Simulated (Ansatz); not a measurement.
Si:

```
Si
1.0
     0.00000    2.72185    2.72185
     2.72185    0.00000    2.72185
     2.72185    2.72185    0.00000
Si
2
Direct
  0.50000 0.50000 0.50000
  0.75000 0.75000 0.75000
```

| Quantity | Value |
| --- | --- |
| Program | Ansatz 0.2.0 |
| Task | relaxation of cell and atoms |
| Functional | PBEsol |
| Dispersion | D3(BJ) |
| Potentials or basis | all-electron LAPW, scalar-relativistic |
| Basis error allowed | 0.001 eV/atom |
| k mesh | 8 × 8 × 8 |
| Occupations | fermi-dirac, width 0.05 eV |
| Spin | no spin polarisation |

At the start: volume 20.16 Å³/atom.

How do energy, volume and symmetry change on relaxing?

Over 4 steps the energy falls by 4.2 meV/atom and the volume is 19.62 Å³/atom (-2.7 %); space group Fd-3m (No. 227, to 0.05 Å).

The path:
| step | energy change (eV) | largest force (eV/Å) | volume (Å³) |
| --- | --- | --- | --- |
| 1 | 0.0000 | 0.0000 | 40.33 |
| 2 | -0.0079 | 0.0000 | 39.52 |
| 3 | -0.0085 | 0.0000 | 39.23 |
| 4 | -0.0085 | 0.0000 | 39.23 |

Final structure:
```yaml
crystal:
  lattice:
    - [0.00000, 2.69698, 2.69698]
    - [2.69698, 0.00000, 2.69698]
    - [2.69698, 2.69698, 0.00000]
  atoms:
    - { symbol: Si, position: [0.50000, 0.50000, 0.50000] }
    - { symbol: Si, position: [0.75000, 0.75000, 0.75000] }
```
